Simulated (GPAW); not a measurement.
The system is I.

```xyz
1
Lattice="0.0000 2.3656 3.9098 2.1922 0.0000 3.9098 2.1922 2.3656 0.0000" Properties=species:S:1:pos:R:3 pbc="T T T"
I     0.0000    0.0000    0.0000
```

| Item | Value |
| --- | --- |
| Program | GPAW 26.7.0 |
| Task | relaxation of cell and atoms |
| Functional | LDA |
| Potentials or basis | the program's PAW data sets (release 1.2.1) made for this functional |
| Cutoff | 600 eV |
| Basis | pw |
| k mesh | 7 × 7 × 7 |
| Occupations | fermi-dirac, width 0.05 eV |
| Spin | no spin polarisation |

At the start: pressure -2.1 GPa; volume 40.55 Å³/atom.

**Question.** How do energy, volume and symmetry change on relaxing?

**Answer.** Over 22 steps the energy falls by 28.9 meV/atom and the volume is 35.77 Å³/atom (-11.8 %); space group Fmmm (No. 69, to 0.05 Å).

The path:
| step | energy change (eV) | largest force (eV/Å) | pressure (GPa) | volume (Å³) |
| --- | --- | --- | --- | --- |
| 1 | 0.0000 | 0.0000 | -2.07 | 40.55 |
| 2 | -0.0083 | 0.0000 | -1.61 | 39.92 |
| 3 | -0.0167 | 0.0000 | -0.69 | 38.83 |
| 4 | -0.0171 | 0.0000 | 0.49 | 37.58 |
| 5 | -0.0176 | 0.0000 | 0.42 | 37.61 |
| 6 | -0.0186 | 0.0000 | 0.28 | 37.67 |
| 7 | -0.0197 | 0.0000 | 0.09 | 37.74 |
| 8 | -0.0207 | 0.0000 | -0.12 | 37.82 |
| 9 | -0.0215 | 0.0000 | -0.33 | 37.88 |
| 10 | -0.0221 | 0.0000 | -0.50 | 37.89 |
| 11 | -0.0227 | 0.0000 | -0.62 | 37.84 |
| 12 | -0.0234 | 0.0000 | -0.68 | 37.71 |
| 13 | -0.0245 | 0.0000 | -0.65 | 37.47 |
| 14 | -0.0260 | 0.0000 | -0.52 | 37.12 |
| 15 | -0.0274 | 0.0000 | -0.28 | 36.66 |
| 16 | -0.0283 | 0.0000 | 0.05 | 36.10 |
| 17 | -0.0285 | 0.0000 | 0.31 | 35.59 |
| 18 | -0.0286 | 0.0000 | 0.29 | 35.60 |
| 19 | -0.0286 | 0.0000 | 0.25 | 35.63 |
| 20 | -0.0287 | 0.0000 | 0.19 | 35.67 |
| 21 | -0.0288 | 0.0000 | 0.11 | 35.72 |
| 22 | -0.0289 | 0.0000 | 0.03 | 35.77 |

Final structure:
```
I
1.0
     0.00000    2.29249    3.60333
     2.16510    0.00000    3.60333
     2.16510    2.29249    0.00000
I
1
Direct
  0.00000 0.00000 0.00000
```

Caveat: later steps reuse the first step's grids; an odd number of electrons without spin polarisation forces a metal; a magnetic or distorted state may lie lower.
